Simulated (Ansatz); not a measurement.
Ir, 1 atom in the cell. Symmetry: Fm-3m, No. 225, cubic system. The conventional cell has a = 3.831 Å, b = 3.831 Å, c = 3.831 Å, α = 90.00°, β = 90.00°, γ = 90.00°. Ir (site symmetry m-3m) is surrounded by 12 Ir at 2.71 Å. 

| Property | Result |
| --- | --- |
| Program | Ansatz 0.2.0 |
| Task | single point |
| Functional | PBE |
| Potentials or basis | all-electron LAPW, scalar-relativistic |
| Cutoff | 284 eV (chosen from the basis error) |
| Basis error allowed | 0.001 eV/atom |
| k mesh | 12 × 12 × 12 |
| Occupations | gaussian, width 0.022 eV |
| Spin | no spin polarisation |

Potentials or basis: all-electron LAPW, scalar-relativistic.

Command:

```bash
$ ansatz run input.yaml --threads 1 --pin off --max-ram 3072MiB --backend cpu --events-out ev --progress --plain --runs-dir out
```

Hardware: 1 thread of Intel(R) Xeon(R) 6975P-C (Granite Rapids), on a shared host.

**Question.** How long does it take, and how much memory?

**Answer.** Run time: 4.2 s on 1 thread of Intel(R) Xeon(R) 6975P-C (Granite Rapids), on a shared host, peak memory 0.34 GiB. Counts: scf iterations 6, plane waves 169, k points 72, bands 25.
